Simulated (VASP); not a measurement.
## GaAs: single point with PBEsol

**The experiment to reproduce.**

“Evidence of valence band perturbations in GaAsN/GaAs(001): A combined variable-angle spectroscopic ellipsometry and modulated photoreflectance investigation”, 2008, arxiv:0805.2212 reports, for a bulk crystal of GaAs at 300 K: band gap 1.412 ± 0.01 eV (direct).

The system is GaAs.

```
CELL_PARAMETERS angstrom
0.00000 2.82685 2.82685
2.82685 0.00000 2.82685
2.82685 2.82685 0.00000
ATOMIC_POSITIONS crystal
Ga 0.00000 0.00000 0.00000
As 0.25000 0.25000 0.25000
```

```
Program             : VASP 6.6.1
Task                : single point
Functional          : PBEsol
Potentials or basis : VASP PAW PBE potentials, release 64 (Ga_d, As)
Cutoff              : 520 eV
k mesh              : 6 × 6 × 6
Occupations         : gaussian, width 0.03 eV
Spin                : no spin polarisation
```

```
Pressure               : 0.3 GPa
Band gap on the k mesh : 0.45 eV, direct
```

Levels at points of the mesh, in eV from the valence-band top:
| k point | band 6 | band 7 | band 8 | band 9 | band 10 | band 11 | band 12 | band 13 |
| --- | --- | --- | --- | --- | --- | --- | --- | --- |
| (0.00, 0.00, 0.00) | -12.75 | 0.00 | 0.00 | 0.00 | 0.45 | 3.68 | 3.68 | 3.68 |
| (0.50, 0.00, 0.00) | -10.97 | -6.69 | -1.15 | -1.15 | 0.92 | 4.58 | 4.58 | 7.58 |
| (0.50, 0.50, 0.00) | -10.23 | -6.86 | -2.70 | -2.70 | 1.34 | 1.57 | 10.12 | 10.12 |

Run time: 3.2 s on 4 MPI ranks on Intel(R) Xeon(R) 6975P-C (Granite Rapids), on a shared host, peak memory 0.15 GiB a rank.

Against the measured gap of GaAs, 1.412 eV (direct; 300 K; “Evidence of valence band perturbations in GaAsN/GaAs(001): A combined variable-angle spectroscopic ellipsometry and modulated photoreflectance investigation”, 2008, arxiv:0805.2212), the calculated 0.45 eV is off by -0.96 eV. 3 values of this kind are on record (1.412 to 1.51 eV); this one was drawn at random among those near their median, those with a stated uncertainty first. Spin-orbit coupling on As, Ga is left out. The value is that of PBEsol on a finite k mesh, which can miss the band edges, without temperature or zero-point motion. Semilocal functionals fall short of measured gaps as a rule.

Caveat: the PAW data sets were made with another functional, which shifts forces and pressure a little.
